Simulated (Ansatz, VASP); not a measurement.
One calculation of Si2Ni, two programs

```
CELL_PARAMETERS angstrom
0.00000 2.70300 2.70300
2.70300 0.00000 2.70300
2.70300 2.70300 0.00000
ATOMIC_POSITIONS crystal
Ni 0.00000 0.00000 0.00000
Si 0.75000 0.75000 0.75000
Si 0.25000 0.25000 0.25000
```

Alike in both runs: task single point; functional PBEsol; k mesh 9 × 9 × 9; occupations fermi-dirac, width 0.05 eV; collinear spin.

```csv
,VASP,Ansatz
version,VASP 6.6.1,Ansatz 0.2.0
potentials or method,"VASP PAW PBE potentials, release 64 (Ni, Si), cutoff 520 eV","all-electron LAPW, scalar-relativistic"
```

Ansatz gave:

| Item | Value |
| --- | --- |
| gap on the k mesh at the Fermi level (eV) | none |
| pressure (GPa) | -0.9 |
| net moment per atom (μB) | 0.00 |

Q: Estimate VASP's values.

A: gap on the k mesh at the Fermi level (eV): none; pressure (GPa): -0.8; net moment per atom (μB): 0.00.

A gap of «none» marks a metal or a gap that the smearing closes. Ansatz ran all-electron here, so the differences hold the error of VASP's frozen core and of both bases.

Caveats: the PAW data sets were made with another functional, which shifts forces and pressure a little (VASP); the starting moments weren't kept (Ansatz).
